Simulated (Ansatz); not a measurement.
ZnS:

```
Zn S
1.0
     0.00000    2.70200    2.70200
     2.70200    0.00000    2.70200
     2.70200    2.70200    0.00000
Zn S
1 1
Direct
  0.75000 0.75000 0.75000
  0.00000 0.00000 0.00000
```

Base run:

| Quantity | Value |
| --- | --- |
| Program | Ansatz 0.2.0 |
| Functional | revPBE |
| Potentials or basis | all-electron LAPW, scalar-relativistic |
| Cutoff | 280 eV |
| Density cutoff | 1121 eV |
| Basis error allowed | 0.001 eV/atom |
| k mesh | 9 × 9 × 9 |
| Occupations | fermi-dirac, width 0.05 eV |
| Spin | no spin polarisation |

Its results: band gap on the k mesh 2.24 eV, direct; pressure 3.5 GPa.

**Question.** After a change of settings the same cell gave: band gap on the k mesh 2.29 eV, direct; pressure 4.2 GPa. Which change was it?
A. functional from revPBE to RPBE
B. functional from revPBE to PBEsol
C. functional from revPBE to BLYP

**Answer.** A.

Not every run made on this cell is shown here.
